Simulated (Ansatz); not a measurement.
# TaN: stress in a strained cell

Aim: deform TaN (equal xy, yz and zx engineering shear strains of +3 %) and compute stress, forces and field gradients with LAPW, PAW and all-electron datasets made for the crystal.

Method: DFT PBE, scalar-relativistic, in Ansatz 0.2.0.

1 further run of the same task is left out (it didn't finish).

## 1. The system as given

The structure is cubic, space group Fm-3m (No. 225). The conventional cell has a = 4.358 Å, b = 4.358 Å, c = 4.358 Å, α = 90.00°, β = 90.00°, γ = 90.00°. Ta (site symmetry m-3m) is surrounded by 6 N at 2.18 Å. N (site symmetry m-3m) has 6 Ta at 2.18 Å as nearest neighbours.

Coordinates:

```xyz
2
Lattice="0.0000 2.1790 2.1790 2.1790 0.0000 2.1790 2.1790 2.1790 0.0000" Properties=species:S:1:pos:R:3 pbc="T T T"
Ta    2.1790    2.1790    2.1790
N     0.0000    0.0000    0.0000
```

Atoms are numbered in the order of the input: Ta1, N2.

## 2. After the deformation

Space group Fm-3m before, R-3m after.

## 3. All-electron LAPW

Input file input.yaml:

```yaml
crystal:
  lattice:
    - [0.06537, 2.211685, 2.211685]
    - [2.211685, 0.06537, 2.211685]
    - [2.211685, 2.211685, 0.06537]
  atoms:
    - { symbol: Ta, position: [0.5, 0.5, 0.5] }
    - { symbol: "N", position: [0.0, 0.0, 0.0] }
kpoints:
  mp_grid: { grid: [9, 9, 9] }
scf:
  occupations: { method: fermi_dirac, width: 0.02 }
hamiltonian:
  xc: pbe
  pseudopotentials: { kind: all_electron, lapw: { basis_error: 0.0005 } }
output:
  forces: true
  stress: true
  eigenvalues: true
```

## 4. PAW on the default files

Changes to input.yaml since step 3:

```diff
@@ -14,3 +14,3 @@
   xc: pbe
-  pseudopotentials: { kind: all_electron, lapw: { basis_error: 0.0005 } }
+  pseudopotentials: { kind: paw }
 output:
@@ -19 +19,2 @@
   eigenvalues: true
+  efg: { contact_densities: true }
```

## 5. All-electron PAW on datasets made for the crystal

Changes to input.yaml since step 4:

```diff
@@ -14,3 +14,3 @@
   xc: pbe
-  pseudopotentials: { kind: paw }
+  pseudopotentials: { kind: all_electron, datasets: crystal }
 output:
```

(Steps that only read results are left out.)

Q: Predict the outcome of this session. Wanted: pressure; largest shear or deviatoric stress.

The runs gave:

| quantity | value |
| --- | --- |
| pressure | LAPW 14.94, PAW 14.90, crystal datasets 14.94 GPa |
| largest shear or deviatoric stress (LAPW) | 2.26 GPa |

The largest part of the stress beyond the pressure is 2.26 GPa in size; the atoms are carried along and not relaxed. No run of the undeformed cell stands beside it, so the pressure holds what the given cell had before the change. PAW: stress within 0.04 GPa of LAPW. Crystal datasets: stress within 0.01 GPa of LAPW. Spin-orbit coupling is left out, though the cell holds Ta; in elements this heavy it can shift bands and gaps by tenths of an eV.
